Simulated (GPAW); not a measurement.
The system is V.

```
CELL_PARAMETERS angstrom
-1.51435 1.51435 1.51435
1.51435 -1.51435 1.51435
1.51435 1.51435 -1.51435
ATOMIC_POSITIONS crystal
V 0.00000 0.00000 0.00000
```

Program: GPAW 26.7.0. Alike in all runs: task band structure; potentials or basis PAW data sets generated in the run's folder for this functional, pw; spin collinear, ferromagnetic start; cell as given; k mesh 12 × 12 × 12; cutoff (eV) 600; smearing fermi-dirac 0.05 eV.

Task: Order these runs on this cell by their pressure, lowest first.
A. level PBEsol+U; U V d U = 8 eV
B. level PBEsol+U; U V d U = 3 eV
C. level PBEsol+U; U V d U = 1 eV
D. level PBEsol
E. level PBEsol+U; U V d U = 6 eV

Result: D (-10.7 GPa), C (-8.2 GPa), B (0.9 GPa), E (58.8 GPa), A (72.8 GPa).

Caveats: the U is typed as a test and isn't derived for this compound (some runs); a pressure of tens of GPa on the cell as given is suspect, and the run, the potentials or the cell itself is likely at fault (some runs).

Runs at the PBE level aren't shown here.
